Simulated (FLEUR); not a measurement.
## HgTe (Coloradoite): equation of state with Wu-Cohen GGA

**Experimental background.**

From a printed reference work, monograph, for a bulk crystal of HgTe: bulk modulus 43 GPa.

Crystal: HgTe (Coloradoite).

```
Hg Te
1.0
     0.00000    3.21450    3.21450
     3.21450    0.00000    3.21450
     3.21450    3.21450    0.00000
Hg Te
1 1
Cartesian
  0.0000 0.0000 0.0000
  4.8217 4.8217 4.8217
```

```
Program                  : FLEUR MaX-R8.1 (later development tree)
Task                     : equation of state
Functional               : Wu-Cohen GGA
Potentials or basis      : all-electron
Basis                    : FLAPW
Kmax                     : 4.26 1/bohr
k mesh                   : 7 × 7 × 7
Occupations              : fermi-dirac, width 0.05 eV
Spin                     : no spin polarisation
Gmax                     : 13.2 1/bohr
Muffin-tin radii         : Hg 2.3, Te 2.43 bohr
lmax                     : Hg 9, Te 10
Local orbitals a species : Hg 5, Te 6
```

```yaml
Equilibrium_volume: 34.60 Å³/atom
Bulk_modulus: 43 GPa
Pressure_derivative_of_the_bulk_modulus: "4.5 (rough: it moves with the points fitted)"
```

Energy against volume, from the lowest point:
| volume (Å³/atom) | energy (meV/atom) |
| --- | --- |
| 31.223 | 54.03 |
| 31.887 | 33.57 |
| 33.215 | 8.11 |
| 34.544 | 0.00 |
| 35.208 | 1.37 |

Measured bulk modulus of HgTe: 43 GPa (a printed reference work, monograph). This calculation gives 43 GPa (+1.2 %). That is within the rounding of the quoted value. The fit is for a static lattice scaled at fixed shape and fixed fractional positions.

Spin-orbit coupling is left out, which matters for the levels of Hg, Te.
